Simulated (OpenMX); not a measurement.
Crystal: HfO2.

```
Hf O
1.0
     0.00000    2.55750    2.55750
     2.55750    0.00000    2.55750
     2.55750    2.55750    0.00000
Hf O
1 2
Cartesian
  0.0000 0.0000 0.0000
  3.8363 3.8363 3.8363
  1.2788 1.2788 1.2788
```

Measurements of this composition are mostly on another form, of space group No. 14.

Program: OpenMX 3.8.5. Alike in all runs: task band structure; no spin polarisation; cell as given; k mesh 9 × 9 × 9; smearing fermi-dirac 0.05 eV.

Problem. Order these runs on this cell by their pressure, lowest first.
A. level LDA; potentials or basis OpenMX 2013 LDA set, Hf7.0-s3p2d2f1, O6.0-s2p2d1, grid cutoff 400 Ry
B. level PBE; potentials or basis OpenMX 2013 PBE set, Hf7.0-s3p2d2, O6.0-s2p2, grid cutoff 400 Ry
C. level PBE; potentials or basis OpenMX 2013 PBE set, Hf7.0-s3p2d2f2, O6.0-s3p2d2, grid cutoff 400 Ry

Solution. A (-20.4 GPa), C (-7.0 GPa), B (-2.1 GPa).

Caveats: the basis of atomic orbitals isn't converged, which shifts pressures, moduli and gaps; so large a pressure means that the cell lies far from this level's equilibrium, or that cutoff or potentials fall short (some runs).

Not every run made on this cell is shown here.
